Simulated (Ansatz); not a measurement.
# Zone-centre modes in AlCu

Level of theory: DFT PBEsol, scalar-relativistic, plane waves, PAW in Ansatz. Cutoff 420 eV, Γ-centred 20×20×20 k-points, Gaussian smearing of 0.15 eV. No spin polarisation.

The starting cell (relaxed at this level; it needn't be the usual structure):

```
Al Cu
1.0
     2.95600    0.00000    0.00000
     0.00000    2.95600    0.00000
     0.00000    0.00000    2.95600
Al Cu
1 1
Direct
  0.00000 0.00000 0.00000
  0.50000 0.50000 0.50000
```

Harmonic modes by finite displacements of 0.02 Å, without the LO–TO term.

Question: At this geometry, is the structure stable against these modes?

Answer: Yes: no mode is imaginary beyond 10 cm⁻¹, and only the three translations lie near zero.

Question: List the wavenumbers in cm⁻¹.

Answer: 0, 0, 0, 253, 253, 253.

Cost: 1 run of about 1.7 core-minutes, on AMD EPYC (Zen 3) (shared hosts).